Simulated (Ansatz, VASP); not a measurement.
## MgH2: VASP beside Ansatz

File INCAR:

```
PREC     = Accurate       # precision mode
ENCUT    = 520            # plane-wave cutoff, eV
EDIFF    = 1E-6           # SCF threshold, eV
ISMEAR   = 0              # smearing method
SIGMA    = 0.2            # smearing width, eV
LREAL    = False          # projectors in reciprocal space
LASPH    = True           # aspherical terms in the spheres
NELM     = 100            # most SCF steps
ALGO     = Normal         # electronic algorithm
ISIF     = 2              # what is computed and relaxed
LWAVE    = False          # write WAVECAR
LCHARG   = False          # write CHGCAR
GGA      = PE             # functional
NBANDS   = 13             # bands
```

Contents of KPOINTS:

```
Automatic mesh
0
Gamma
  6 6 4
```

POSCAR

```
MgH2
1.0
    3.2777682942      0.0000000000      0.0000000000
    0.0000000000      3.2777682942      0.0000000000
    0.0000000000      0.0000000000      5.3530698391
Mg H
2 4
Direct
    0.5000000000      0.5000000000      0.5000000000
    0.5000000000      0.5000000000      0.0000000000
    0.0000000000      0.5000000000      0.2500000000
    0.0000000000      0.5000000000      0.7500000000
    0.5000000000      0.0000000000      0.2500000000
    0.5000000000      0.0000000000      0.7500000000
```

Input for Ansatz:

```yaml
crystal:
  lattice:
    - [3.2777682942, 0.0, 0.0]
    - [0.0, 3.2777682942, 0.0]
    - [0.0, 0.0, 5.3530698391]
  atoms:
    - { symbol: Mg, position: [0.5, 0.5, 0.5] }
    - { symbol: Mg, position: [0.5, 0.5, 0.0] }
    - { symbol: H, position: [0.0, 0.5, 0.25] }
    - { symbol: H, position: [0.0, 0.5, 0.75] }
    - { symbol: H, position: [0.5, 0.0, 0.25] }
    - { symbol: H, position: [0.5, 0.0, 0.75] }
basis:
  ecutwfc: 420
kpoints:
  mp_grid: { grid: [6, 6, 4] }
hamiltonian:
  xc: pbe
scf:
  occupations: { method: gaussian, width: 0.2 }
  lower_state_search: "off"
output:
  forces: true
  stress: true
  eigenvalues: true
```

Alike in both runs: task single point; functional PBE; k mesh 6 × 6 × 4; occupations gaussian, width 0.2 eV; no spin polarisation.

|  | VASP | Ansatz |
| --- | --- | --- |
| version | VASP 6.6.1 | Ansatz 0.2.0 |
| potentials or method | VASP PAW PBE potentials, release 64 (Mg, H) | scalar-relativistic, plane waves, PAW |
| plane-wave cutoff (eV) | 520 | 420 |
| valence electrons in the cell | 8 | 24 |

|  | VASP | Ansatz | Ansatz less VASP |
| --- | --- | --- | --- |
| gap on the k mesh at the Fermi level (eV) | none | none | - |
| pressure (GPa) | -0.3 | 0.1 | +0.31 |
| largest component of the traceless stress (GPa) | 0.59 | 0.57 | -0.024 |

A gap of «none» marks a metal or a gap that the smearing closes. With one functional, cell and mesh, what is left measures potentials, basis and numerics. The two sets of potentials don't hold the same shells in valence.
